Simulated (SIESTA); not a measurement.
CaF2 (Fluorite):

```
Ca F
1.0
     0.00000    2.73100    2.73100
     2.73100    0.00000    2.73100
     2.73100    2.73100    0.00000
Ca F
1 2
Direct
  0.00000 0.00000 0.00000
  0.75000 0.75000 0.75000
  0.25000 0.25000 0.25000
```

Base run:

```yaml
Program: SIESTA 5.4.2
Functional: LDA
Potentials_or_basis: PseudoDojo 0.4 standard (LDA files)
Basis: DZP (energy shift 0.003 Ry; two zetas on semicore shells; d shell added on Ca)
Grid_cutoff: 800 Ry
Energy_shift: 0.003 Ry
k_mesh: 8 × 8 × 8
Occupations: fermi-dirac, width 0.05 eV
Spin: no spin polarisation
```

Its results: band gap on the k mesh 6.95 eV, indirect (least direct gap 7.22 eV); pressure -6.4 GPa.

Question: After a change of settings the same cell gave: band gap on the k mesh 7.15 eV, indirect (least direct gap 7.40 eV); pressure -1.9 GPa. Which change was it?
A. functional from LDA to PBEsol; potentials or basis from PseudoDojo 0.4 standard (LDA files) to PseudoDojo 0.4 standard (PBEsol files)
B. functional from LDA to BLYP; potentials or basis from PseudoDojo 0.4 standard (LDA files) to PseudoDojo 0.4 standard (PBE files)
C. functional from LDA to vdW-DF-cx; potentials or basis from PseudoDojo 0.4 standard (LDA files) to PseudoDojo 0.4 standard (PBE files)
D. functional from LDA to AM05; potentials or basis from PseudoDojo 0.4 standard (LDA files) to PseudoDojo 0.4 standard (PBEsol files)

Answer: A.

Caveats: the basis of atomic orbitals isn't converged, which shifts pressures, moduli and gaps.
